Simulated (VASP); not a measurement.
# Co (P6_3/mmc) in VASP: a series of runs, part 2 of 2

VASP 6.6.1. The steps go on from the part before.

## Step 3: Relaxation of cell and atoms, PBEsol

INCAR reads:

```
  ALGO = Fast
  EDIFF = 1E-7
  EDIFFG = -0.005
  ENCUT = 600
  GGA = PS
  IBRION = 2
  ISIF = 3
  ISMEAR = 0
  LASPH = True
  LCHARG = False
  LREAL = False
  LWAVE = False
  NELM = 150
  NSW = 90
  PREC = Accurate
  SIGMA = 0.1
```

KPOINTS reads:

```
k-points
0
Gamma
  21 21 10
```

POSCAR reads:

```
Co
1.0
    2.5070000000      0.0000000000      0.0000000000
   -1.2535000000      2.1711256900      0.0000000000
    0.0000000000      0.0000000000      4.0700000000
Co
2
Direct
    0.3333333300      0.6666666700      0.2500000000
    0.6666666700      0.3333333300      0.7500000000
```

Potentials or basis: VASP PAW PBE potentials, release 64 (Co).

Run with:

```sh
$ cat potpaw_PBE.64/Co/POTCAR > POTCAR
$ mpirun -np 1 vasp_std > vasp.out
```

OUTCAR:

```text
EDIFF = 1E-7
   EDIFFG = -0.005
   ENCUT = 600
   GGA = PS
   IBRION = 2
   ISIF = 3
   ISMEAR = 0
   LASPH = True
   LREAL = False
   NELM = 150
   NSW = 90
   PREC = Accurate

 ion  position               nearest neighbor table
   1  0.333  0.667  0.250-   2 2.50   2 2.50   2 2.50   2 2.50   2 2.50   2 2.50
   2  0.667  0.333  0.750-   1 2.50   1 2.50   1 2.50   1 2.50   1 2.50   1 2.50

  LATTYP: Found a hexagonal cell.
 ALAT       =     2.5070000000
 C/A-ratio  =     1.6234543279

  Lattice vectors:

 A1 = (   2.5070000000,   0.0000000000,   0.0000000000)
 A2 = (  -1.2535000000,   2.1711256900,   0.0000000000)
 A3 = (   0.0000000000,   0.0000000000,   4.0700000000)

Analysis of symmetry for initial positions (statically):
=====================================================================
 Subroutine PRICEL returns:
 Original cell was already a primitive cell.

 Routine SETGRP: Setting up the symmetry group for a
 hexagonal supercell.

 Subroutine GETGRP returns: Found 24 space group operations
 (whereof 12 operations were pure point group operations)
 out of a pool of 24 trial point group operations.

The static configuration has the point symmetry D_3d.
 The point group associated with its full space group is D_6h.

Analysis of symmetry for dynamics (positions and initial velocities):
=====================================================================
 Subroutine PRICEL returns:
 Original cell was already a primitive cell.

 Routine SETGRP: Setting up the symmetry group for a
 hexagonal supercell.

 Subroutine GETGRP returns: Found 24 space group operations
 (whereof 12 operations were pure point group operations)
 out of a pool of 24 trial point group operations.

The dynamic configuration has the point symmetry D_3d.
 The point group associated with its full space group is D_6h.

 Subroutine INISYM returns: Found 24 space group operations
 (whereof 12 operations are pure point group operations),
 and found     1 'primitive' translations

----------------------------------------------------------------------------------------

                                     Primitive cell

  volume of cell :      22.1531

  direct lattice vectors                    reciprocal lattice vectors
[... 120 lines left out ...]
 RMM-DIIS sequential band-by-band and
 Gauss-broadening in eV      SIGMA  =   0.10
  energy-cutoff  :      600.00
  volume of cell :       22.15
 maximum number of plane-waves:       768
 NGX is ok and might be reduce to    20
   NGX =  9   NGY =  9   NGZ = 17

--------------------------------------- Ionic step        1  -------------------------------------------

 number of electron      17.9999999 magnetization

 Free energy of the ion-electron system (eV)
  ---------------------------------------------------
  ext. energy  EPLUGINS =         0.00000000
  ---------------------------------------------------
  free energy    TOTEN  =       -14.93208778 eV

  energy without entropy =      -14.90098134  energy(sigma->0) =      -14.91653456

 E-fermi :   9.6797     XC(G=0): -13.4739

 val. band max:        9.6784421662   @ k =   0.1905   0.1905   0.4000
 cond. band min:       9.6842945735   @ k =   0.2857   0.0000   0.4000
 fundamental gap:      0.0058524073
 Fermi energy:         9.6797190686

 k-point     1 :       0.0000    0.0000    0.0000
  band No.  band energies     occupation
      1       0.9458      2.00000
      2       5.1589      2.00000
      3       7.9020      2.00000
      4       7.9674      2.00000
      5       7.9674      2.00000
      6       8.2877      2.00000
      7       8.2877      2.00000
      8       8.6631      2.00000
      9       8.6631      2.00000
     10       9.6005      1.73726
     11       9.7683      0.21054
     12       9.7683      0.21054
     13      16.3029      0.00000
[... 469 lines left out ...]
  FREE ENERGIE OF THE ION-ELECTRON SYSTEM (eV)
  ---------------------------------------------------
  free  energy   TOTEN  =       -15.1460351500 eV

  energy  without entropy=      -15.1201189521  energy(sigma->0) =      -15.13307705

[... ionic steps 4 to 8 ...]

--------------------------------------- Ionic step        9  -------------------------------------------

 number of electron      18.0000005 magnetization

------------------------ aborting loop because EDIFF is reached ----------------------------------------
[... 67 lines left out ...]
--------------------------------------- Ionic step       11  -------------------------------------------

 number of electron      18.0000005 magnetization

 Free energy of the ion-electron system (eV)
  ---------------------------------------------------
  ext. energy  EPLUGINS =         0.00000000
  ---------------------------------------------------
  free energy    TOTEN  =       -15.14652591 eV

  energy without entropy =      -15.12077693  energy(sigma->0) =      -15.13365142

 E-fermi :  11.4953     XC(G=0): -14.1716

 val. band max:       11.4947628922   @ k =   0.1905   0.1905   0.4000
 cond. band min:      11.4966575195   @ k =   0.2381   0.0476   0.4000
 fundamental gap:      0.0018946274
 Fermi energy:        11.4952784362

 k-point     1 :       0.0000    0.0000    0.0000
  band No.  band energies     occupation
      1       1.9636      2.00000
      2       6.2664      2.00000
      3       9.4164      2.00000
      4       9.4479      2.00000
      5       9.4479      2.00000
      6       9.8436      2.00000
      7       9.8436      2.00000
      8      10.2487      2.00000
      9      10.2487      2.00000
     10      11.3370      1.97481
     11      11.5913      0.17466
     12      11.5913      0.17466
     13      19.1714      0.00000
[... 397 lines left out ...]
  FREE ENERGIE OF THE ION-ELECTRON SYSTEM (eV)
  ---------------------------------------------------
  free  energy   TOTEN  =       -15.1465259054 eV

  energy  without entropy=      -15.1207769337  energy(sigma->0) =      -15.13365142

 reached required accuracy - stopping structural energy minimisation
```

Wall time 4.7 min (1 thread of Intel Xeon 6975P-C (Granite Rapids), shared host); peak memory 0.23 GiB.

What came out:

```yaml
Free_energy: -15.1465 eV
Relaxed_volume: 9.86 Å³/atom
Relaxed_cell: a = 2.417 Å, b = 2.417 Å, c = 3.898 Å, α = 90.00°, β = 90.00°, γ = 120.00°
Space_group_after_relaxing_to_0.05_Å: P6_3/mmc (No. 194)
Energy_gained_by_relaxing: 107.2 meV/atom
Ionic_steps: 11
Pressure_after_relaxing: 0.0 GPa
Band_gap_on_the_k_mesh: none (metal or under the smearing width)
```

Step by step:
| step | energy change (eV) | largest force (eV/Å) | pressure (GPa) | volume (Å³) |
| --- | --- | --- | --- | --- |
| 1 | 0.0000 | 0.0000 | -25.19 | 22.15 |
| 2 | 0.2245 | 0.0000 | 59.94 | 17.02 |
| 3 | -0.2139 | 0.0000 | -1.19 | 19.81 |
| 4 | -0.2142 | 0.0000 | -0.15 | 19.74 |
| 5 | -0.2142 | 0.0000 | 0.42 | 19.69 |
| 6 | -0.2144 | 0.0000 | -0.39 | 19.76 |
| 7 | -0.2144 | 0.0000 | -0.16 | 19.74 |
| 8 | -0.2144 | 0.0000 | -0.27 | 19.75 |
| 9 | -0.2144 | 0.0000 | -0.25 | 19.74 |
| 10 | -0.2144 | 0.0000 | 0.12 | 19.72 |
| 11 | -0.2144 | 0.0000 | 0.05 | 19.73 |

Final structure:
```
CELL_PARAMETERS angstrom
2.41744 0.00000 0.00000
-1.20872 2.09356 0.00000
0.00000 0.00000 3.89770
ATOMIC_POSITIONS crystal
Co 0.33333 0.66667 0.25000
Co 0.66667 0.33333 0.75000
```

Levels at points of the mesh, in eV from the Fermi level:
| k point | band 5 | band 6 | band 7 | band 8 | band 9 | band 10 | band 11 | band 12 | band 13 |
| --- | --- | --- | --- | --- | --- | --- | --- | --- | --- |
| (0.00, 0.00, 0.00) | -2.05 | -1.65 | -1.65 | -1.25 | -1.25 | -0.16 | 0.10 | 0.10 | 7.68 |
| (0.00, 0.00, 0.50) | -2.13 | -2.13 | -2.13 | -2.13 | -0.27 | -0.27 | -0.27 | -0.27 | 16.36 |

Caveat: the PAW data sets were made with another functional, which shifts forces and pressure a little; the run has no spin polarisation, though such a crystal can be magnetic. Spin polarisation is off, so any magnetic state and its effect on volume and gap are missing.
